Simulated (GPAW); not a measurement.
Wanted: an ASE script for a GPAW 26.7.0 run.

```yaml
Task: relaxation of cell and atoms
Functional: PBEsol
Dispersion: D3(BJ)+ATM
Potentials_or_basis: PAW data sets generated in the run's folder for this functional
Cutoff: 600 eV
Basis: pw
k_mesh: 11 × 11 × 11
Occupations: fermi-dirac, width 0.05 eV
Spin: no spin polarisation
Maxiter: 150
Optimizer: BFGS
Fmax: 0.02 eV/Å
Max_steps: 60
Convergence: density=1e-05 forces=0.0001
```

Ti:

```
Ti
1.0
     0.00000    2.03000    2.03000
     2.03000    0.00000    2.03000
     2.03000    2.03000    0.00000
Ti
1
Direct
  0.00000 0.00000 0.00000
```

This isn't the form of Ti at room conditions, which is hcp.

These files were run (other wordings do the same):

run.py

```python
from ase import Atoms
from ase.calculators.mixing import SumCalculator
from ase.filters import FrechetCellFilter
from ase.io import write
from ase.optimize import BFGS
from dftd3.ase import DFTD3
from gpaw import GPAW, PW, setup_paths

setup_paths.insert(0, '.')

atoms = Atoms(['Ti'],
              cell=[[0.0, 2.03, 2.03],
                    [2.03, 0.0, 2.03],
                    [2.03, 2.03, 0.0]],
              scaled_positions=[[0.0, 0.0, 0.0]],
              pbc=True)

calc = GPAW(mode=PW(600),
            xc='PBEsol',
            kpts={'size': (11, 11, 11), 'gamma': True},
            occupations={'name': 'fermi-dirac', 'width': 0.05},
            nbands=14,
            convergence={'density': 1e-05, 'forces': 0.0001},
            maxiter=150,
            txt='gpaw.txt')
atoms.calc = SumCalculator([calc, DFTD3(damping='d3bj', params_tweaks=dict(method='pbesol', atm=True))])
opt = BFGS(FrechetCellFilter(atoms), trajectory='relax.traj', logfile='-')
done = opt.run(fmax=0.02, steps=60)
calc.write('gs.gpw')
write('result.traj', atoms)
print('Converged:', done)
print('Cell:', atoms.cell.cellpar().round(4))
print('Volume:', round(atoms.get_volume(), 4))
print(atoms.get_scaled_positions().round(5))
```

Potentials or basis: PAW data sets generated in the run's folder for this functional, pw.

Launch:

```sh
$ gpaw-setup -f PBEsol Ti
$ OMP_NUM_THREADS=1 python run.py
```

It gave:

```yaml
Relaxed_volume: 15.88 Å³/atom
Relaxed_cell: a = 2.821 Å, b = 2.821 Å, c = 2.821 Å, α = 60.00°, β = 60.00°, γ = 60.00°
Space_group_after_relaxing_to_0.05_Å: Fm-3m (No. 225)
Energy_gained_by_relaxing: 11.7 meV/atom
Ionic_steps: 3
Pressure_after_relaxing: 0.1 GPa
Band_gap_on_the_k_mesh: none (metal or under the smearing width)
Dispersion_energy_per_atom: -0.591 eV
```

Caveat: later steps reuse the first step's grids; pairwise dispersion overbinds metals, which lowers pressure and volume.

Run time: 24 s on 1 thread of Arm Neoverse V2 (shared host), peak memory 0.16 GiB.
